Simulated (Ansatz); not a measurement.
K in several cubic structure types, each at its own equilibrium volume.

Level of theory: PBE, plane waves, PAW datasets (generated soft set 1) (Ansatz 0.2.0 development build).

Settings: cutoff 420 eV; no spin polarisation; Fermi–Dirac smearing of 0.0612 eV; k-meshes 29³ (bcc), 20³ (diamond), 25³ (simple cubic).

Question: Rank the structures by energy per atom, lowest first.
A. diamond
B. bcc
C. simple cubic

Answer: B (0.0 meV/atom), C (105 meV/atom), A (297 meV/atom).

Question: Give the equilibrium volume and bulk modulus of each.

Answer: 
```tsv
structure	V₀ (Å³/atom)	B₀ (GPa)
bcc	73.78	3.6
diamond	111.89	1.2
simple cubic	79.35	2.8
```

Only these cubic types are compared here; the real ground state can be another structure or magnetic.

Model structures, not the usual forms at ambient conditions (metastable or hypothetical): K (diamond type), K (simple cubic type).
